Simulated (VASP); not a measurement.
## SiO2 (Stishovite): elastic constants with PBEsol

The system is SiO2 (Stishovite).

```
Si O
1.0
     4.19205    0.00000    0.00000
     0.00000    4.19205    0.00000
     0.00000    0.00000    2.68270
Si O
2 4
Direct
  0.00000 0.00000 0.00000
  0.50000 0.50000 0.50000
  0.30582 0.30582 0.00000
  0.19418 0.80582 0.50000
  0.69418 0.69418 0.00000
  0.80582 0.19418 0.50000
```

| Item | Value |
| --- | --- |
| Program | VASP 6.6.1 |
| Task | elastic constants |
| Functional | PBEsol |
| Potentials or basis | VASP PAW PBE potentials, release 64 (Si, O) |
| Cutoff | 600 eV |
| k mesh | 8 × 8 × 10 |
| Occupations | gaussian, width 0.03 eV |
| Spin | no spin polarisation |
| Ions in elastic constants | relaxed |
| Further INCAR settings | ALGO = Normal; EDIFF = 1e-08; IBRION = 6; POTIM = 0.015; NSW = 1; ISIF = 3 |

- Voigt bulk modulus: 300 GPa
- Highest phonon frequency at Γ, LO-TO splitting left out: 927 cm⁻¹

Phonon frequencies in cm⁻¹ (negative: imaginary):
```
              q point                                                        frequencies
(0.000, 0.000, 0.000)  0 0 0 218 377 454 454 569 569 574 574 578 649 740 746 810 810 927
```

Elastic tensor in Voigt notation (GPa, in the Cartesian axes of the cell as first typed):
```
425 200 183   0   0   0
200 425 183   0   0   0
183 183 715   0   0   0
  0   0   0 242   0   0
  0   0   0   0 242   0
  0   0   0   0   0 309
```

Clamped-ion elastic tensor (GPa):
```
514 183 187   0   0   0
183 514 187   0   0   0
187 187 716   0   0   0
  0   0   0 248   0   0
  0   0   0   0 248   0
  0   0   0   0   0 311
```

Run time: 18 min on 2 MPI ranks on Intel(R) Xeon(R) Platinum 8259CL CPU @ 2.50GHz (Skylake/Cascade Lake), with other jobs on the host, peak memory 0.45 GiB a rank.

Caveat: the PAW data sets were made with another functional, which shifts forces and pressure a little.
